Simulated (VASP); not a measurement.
# Si2Mo in VASP: a series of runs, part 2 of 2

VASP 6.6.1.

### Step 3. Relaxation of the atoms, RPBE

INCAR

```
SYSTEM = Si2Mo
PREC = Accurate
ENCUT = 520
EDIFF = 1E-6
ISMEAR = -1
SIGMA = 0.05
LREAL = .FALSE.
LASPH = .TRUE.
NELM = 60
ALGO = Normal
ISIF = 2
LWAVE = .FALSE.
LCHARG = .FALSE.
LDIPOL = .TRUE.
IDIPOL = 3
DIPOL = 0.5 0.5 0.500
GGA = RP
IBRION = 2
NSW = 40
EDIFFG = -0.01
```

KPOINTS

```
regular mesh
0
G
  6 6 1
  0 0 0
```

POSCAR

```
Si2Mo
1.0
    3.2000000000      0.0000000000      0.0000000000
    0.0000000000      3.2000000000      0.0000000000
    0.0000000000      0.0000000000     25.4865740000
Si Mo
6 3
Selective dynamics
Direct
    0.0000000000      0.0000000000      0.2942725845  F F F
    0.0000000000      0.0000000000      0.3972905107  F F F
    0.5000000000      0.5000000000      0.4484910369  F F F
    0.5000000000      0.5000000000      0.5515089631  T T T
    0.0000000000      0.0000000000      0.6027094893  T T T
    0.0000000000      0.0000000000      0.7057274155  T T T
    0.5000000000      0.5000000000      0.3457815476  F F F
    0.0000000000      0.0000000000      0.5000000000  T T T
    0.5000000000      0.5000000000      0.6542184524  T T T
```

Potentials or basis: VASP PAW PBE potentials, release 64 (Si, Mo_sv).

The run is started by

```sh
$ cat potpaw_PBE.64/Si/POTCAR potpaw_PBE.64/Mo_sv/POTCAR > POTCAR
$ mpirun -np 1 vasp_std > vasp.out
```

OUTCAR:

```text
SYSTEM = Si2Mo
   PREC = Accurate
   ENCUT = 520
   EDIFF = 1E-6
   ISMEAR = -1
   LREAL = .FALSE.
   LASPH = .TRUE.
   NELM = 60
   ISIF = 2
   GGA = RP
   IBRION = 2
   NSW = 40
   EDIFFG = -0.01

 ion  position               nearest neighbor table
   1  0.000  0.000  0.294-   7 2.62   7 2.62   7 2.62   7 2.62   2 2.63
   2  0.000  0.000  0.397-   3 2.61   3 2.61   3 2.61   3 2.61   7 2.62   7 2.62   7 2.62   7 2.62
                             8 2.62   1 2.63
   3  0.500  0.500  0.448-   2 2.61   2 2.61   2 2.61   2 2.61   8 2.62   8 2.62   8 2.62   8 2.62
                             7 2.62   4 2.63
   4  0.500  0.500  0.552-   5 2.61   5 2.61   5 2.61   5 2.61   8 2.62   8 2.62   8 2.62   8 2.62
                             9 2.62   3 2.63
   5  0.000  0.000  0.603-   4 2.61   4 2.61   4 2.61   4 2.61   9 2.62   9 2.62   9 2.62   9 2.62
                             8 2.62   6 2.63
   6  0.000  0.000  0.706-   9 2.62   9 2.62   9 2.62   9 2.62   5 2.63
   7  0.500  0.500  0.346-   1 2.62   1 2.62   1 2.62   1 2.62   2 2.62   2 2.62   2 2.62   2 2.62
                             3 2.62
   8  0.000  0.000  0.500-   3 2.62   4 2.62   3 2.62   4 2.62   3 2.62   4 2.62   3 2.62   4 2.62
                             2 2.62   5 2.62
   9  0.500  0.500  0.654-   6 2.62   6 2.62   6 2.62   6 2.62   5 2.62   5 2.62   5 2.62   5 2.62
                             4 2.62

  LATTYP: Found a simple tetragonal cell.
 ALAT       =     3.2000000000
 C/A-ratio  =     7.9645543750

  Lattice vectors:

 A1 = (   3.2000000000,   0.0000000000,   0.0000000000)
 A2 = (   0.0000000000,   3.2000000000,   0.0000000000)
[... 409 lines left out ...]

 number of electron      66.0000009 magnetization

 dipolmoment           0.000000      0.000000     -0.000009 electrons x Angstroem

 Free energy of the ion-electron system (eV)
  ---------------------------------------------------
  ext. energy  EPLUGINS =         0.00000000
  ---------------------------------------------------
  free energy    TOTEN  =       -63.39960014 eV

  energy without entropy =      -63.36307652  energy(sigma->0) =      -63.38133833

 E-fermi :   3.2435     XC(G=0):  -6.5936

 val. band max:        3.2169434359   @ k =   0.5000   0.1667   0.0000
 cond. band min:       3.4050689231   @ k =   0.5000   0.1667   0.0000
 fundamental gap:      0.1881254872
 Fermi energy:         3.2435125295

 k-point     1 :       0.0000    0.0000    0.0000
  band No.  band energies     occupation
      1     -57.2938      2.00000
      2     -57.2687      2.00000
      3     -57.2435      2.00000
      4     -31.4389      2.00000
      5     -31.4360      2.00000
      6     -31.4076      2.00000
[... 409 lines left out ...]
     38       5.8417      0.00000
     39       5.8518      0.00000

------------------------ aborting loop because EDIFF is reached ----------------------------------------

 vacuum level on the upper side and lower side of the slab       (xc-potential included)        -0.136        -0.116

  FORCE on cell =-STRESS in cart. coord.  units (eV):
  Direction    XX          YY          ZZ          XY          YZ          ZX
  --------------------------------------------------------------------------------------
  -------------------------------------------------------------------------------------
  Total        2.5711693      2.5711693     -1.2811613      0.0000000      0.0000000      0.0000000
  in kB       15.7844641     15.7844641     -7.8650773      0.0000000      0.0000000      0.0000000
  external PRESSURE =       7.9012837 kB  Pullay stress =       0.0000000 kB
[... 24 lines left out ...]
  FREE ENERGIE OF THE ION-ELECTRON SYSTEM (eV)
  ---------------------------------------------------
  free  energy   TOTEN  =       -63.3996001362 eV

  energy  without entropy=      -63.3630765244  energy(sigma->0) =      -63.38133833

 reached required accuracy - stopping structural energy minimisation

 vacuum level on the upper side and lower side of the slab         7.600         7.626
```

Wall time 6.1 min (1 thread of Intel Xeon 6975P-C (Granite Rapids), shared host); peak memory 0.37 GiB.

Results:

| Property | Result |
| --- | --- |
| Free energy | -63.3996 eV |
| Energy gained by relaxing | 2.7 meV/atom |
| Ionic steps | 12 |
| Band gap on the k mesh | none (metal or under the smearing width) |

The path:
| step | energy change (eV) | largest force (eV/Å) | pressure (GPa) |
| --- | --- | --- | --- |
| 1 | 0.0000 | 0.6276 | 0.64 |
| 2 | -0.0206 | 0.6018 | 0.81 |
| 3 | -0.0219 | 0.5937 | 0.86 |
| 4 | -0.0236 | 0.5741 | 0.87 |
| 5 | -0.0238 | 0.5634 | 0.87 |
| 6 | -0.0240 | 0.5637 | 0.86 |
| 7 | -0.0240 | 0.5640 | 0.86 |
| 8 | -0.0240 | 0.5612 | 0.85 |
| 9 | -0.0240 | 0.5543 | 0.84 |
| 10 | -0.0240 | 0.5538 | 0.83 |
| 11 | -0.0241 | 0.5523 | 0.82 |
| 12 | -0.0241 | 0.5496 | 0.79 |

Final structure:
```cif
data_structure
_symmetry_space_group_name_H-M 'P 1'
_symmetry_Int_Tables_number 1
_cell_length_a 3.2000
_cell_length_b 3.2000
_cell_length_c 25.4866
_cell_angle_alpha 90.000
_cell_angle_beta 90.000
_cell_angle_gamma 90.000
_cell_volume 260.98
loop_
_atom_site_label
_atom_site_type_symbol
_atom_site_fract_x
_atom_site_fract_y
_atom_site_fract_z
_atom_site_occupancy
Si1 Si 0.00000 0.00000 0.29427 1
Si2 Si 0.00000 0.00000 0.39729 1
Si3 Si 0.50000 0.50000 0.44849 1
Si4 Si 0.50000 0.50000 0.55230 1
Si5 Si 0.00000 0.00000 0.60447 1
Si6 Si 0.00000 0.00000 0.70450 1
Mo1 Mo 0.50000 0.50000 0.34578 1
Mo2 Mo 0.00000 0.00000 0.50059 1
Mo3 Mo 0.50000 0.50000 0.65498 1
```

Caveat: the PAW data sets were made with another functional, which shifts forces and pressure a little.

### Step 4. Relaxation of the atoms, revPBE

INCAR, as its differences from that of step 3:

```diff
@@ -16,3 +16,3 @@
 DIPOL = 0.5 0.5 0.500
-GGA = RP
+GGA = RE
 IBRION = 2
```

KPOINTS is that of step 3.

POSCAR is that of step 3.

The run is started by

```sh
$ cat potpaw_PBE.64/Si/POTCAR potpaw_PBE.64/Mo_sv/POTCAR > POTCAR
$ mpirun -np 1 vasp_std > vasp.out
```

Wall time 3.7 min (1 thread of Intel Xeon 6975P-C (Granite Rapids), shared host); peak memory 0.37 GiB.

It converged, with:

- Free energy: -64.1268 eV
- Energy gained by relaxing: 2.8 meV/atom
- Ionic steps: 6
- Band gap on the k mesh: none (metal or under the smearing width)

The path:
```
step  energy change (eV)  largest force (eV/Å)  pressure (GPa)
   1              0.0000                0.6353            0.35
   2             -0.0219                0.6094            0.53
   3             -0.0233                0.6013            0.59
   4             -0.0250                0.5831            0.61
   5             -0.0253                0.5729            0.61
   6             -0.0254                0.5743            0.61
```

Final structure:
```
Si Mo
1.0
     3.20000    0.00000    0.00000
     0.00000    3.20000    0.00000
     0.00000    0.00000   25.48657
Si Mo
6 3
Direct
  0.00000 0.00000 0.29427
  0.00000 0.00000 0.39729
  0.50000 0.50000 0.44849
  0.50000 0.50000 0.55208
  0.00000 0.00000 0.60413
  0.00000 0.00000 0.70398
  0.50000 0.50000 0.34578
  0.00000 0.00000 0.50046
  0.50000 0.50000 0.65461
```

Levels at points of the mesh, in eV from the Fermi level:
| k point | band 31 | band 32 | band 33 | band 34 | band 35 | band 36 |
| --- | --- | --- | --- | --- | --- | --- |
| (0.00, 0.00, 0.00) | 0.59 | 0.73 | 0.80 | 0.82 | 0.82 | 0.98 |
| (0.50, 0.00, 0.00) | -0.34 | -0.26 | -0.21 | -0.08 | -0.07 | 2.37 |
| (0.50, 0.50, 0.00) | -1.23 | -1.23 | -1.22 | 0.18 | 1.43 | 2.09 |

Caveat: the PAW data sets were made with another functional, which shifts forces and pressure a little.

### Step 5. Overview

```tsv
level	gap on the mesh (eV)
PBEsol	none
RPBE	none
revPBE	none
```

Alike in all rows: task relaxation of the atoms; potentials or basis VASP PAW PBE potentials, release 64 (Si, Mo_sv); no spin polarisation; cell atoms relaxed; k mesh 6 × 6 × 1; cutoff (eV) 520; smearing fermi-dirac 0.05 eV.

Caveats: the PAW data sets were made with another functional, which shifts forces and pressure a little.

Total energies depend on the potentials used, so only differences within one code and one set of settings carry meaning.
